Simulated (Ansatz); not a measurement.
**Ti in Ansatz: the effect of functional**

Ti:

```xyz
1
Lattice="0.0000 2.0698 2.0698 2.0698 0.0000 2.0698 2.0698 2.0698 0.0000" Properties=species:S:1:pos:R:3 pbc="T T T"
Ti    0.0000    0.0000    0.0000
```

This isn't the form of Ti at room conditions, which is hcp.

The cell isn't the ideal one: volume scaled by 1.06.

Alike in all runs:

| Property | Result |
| --- | --- |
| Program | Ansatz 0.2.0 |
| Task | single point |
| Potentials or basis | Ansatz PAW |
| k mesh | 11 × 11 × 11 |
| Occupations | fermi-dirac, width 0.05 eV |
| Spin | no spin polarisation |

```tsv
functional	cutoff	pressure (GPa)
LDA	420 eV (not typed: the program's choice for these potentials)	-10.6
PBEsol	420 eV (not typed: the program's choice for these potentials)	-6.4
r2SCAN	500 eV (not typed: the program's choice for these potentials)	?
```

**Question.** What does the run with functional r2SCAN give?

**Answer.** Pressure -2.3 GPa.

Caveats: the PAW data sets come from PBE, with cores solved anew for the run's functional, which leaves a small shift of forces and pressure.

Runs at the PBE level aren't shown here.
